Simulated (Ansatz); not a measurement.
# Calculated electric field gradients for Ag at a changed volume

The cell is an entry of the Crystallography Open Database (COD), relaxed with PBE at fixed cell and then changed (volume scaled by 0.98, ions relaxed).

```
Ag
1.0
     2.91033    0.00000    0.00000
    -1.45517    2.52042    0.00000
     0.00000    0.00000    4.75785
Ag
2
Direct
  0.33333 0.66667 0.25000
  0.66667 0.33333 0.75000
```

Atom numbers follow the list; atoms alike are taken as one site, whose name carries the number of the first.

All values are calculated (Ansatz; DFT, PBE, plane waves and PAW, scalar-relativistic, 420 eV cutoff, Γ-centred 18×18×10 k-points, Fermi–Dirac smearing 0.05 eV), not measured.

Conventions: |V_zz| ≥ |V_yy| ≥ |V_xx|, η = (V_xx − V_yy)/V_zz, C_Q = eQV_zz/h.

```csv
site,atoms (order as listed),first shell,"V_xx, V_yy, V_zz (10²¹ V/m²)",η,C_Q (MHz)
Ag,"1, 2",12 Ag at 2.91 Å,"-0.049, -0.049, 0.098",0.00,–
```

An axis of threefold or higher order runs through Ag, so V_zz lies along it and η is zero.

Ag has no stable isotope with a ground-state quadrupole moment in the table, so no C_Q is given.

The run finds no gap above 0.1 eV (a metal, or nearly one), so the gradients can move by 10 % or more with the k-mesh. Without spin–orbit coupling (the program notes it for Ag) the gradients can shift somewhat, as the gap is small.

The relaxation (1 step) took 8.4 s of wall time (7.2 s of CPU time) and 0.49 GiB at its peak, on 1 thread of Intel Xeon 6975P-C (Granite Rapids) (x86_64; 16 cores open to the job, memory cap 3.0 GiB, no GPU), a shared host with a load of 2.2 a core.
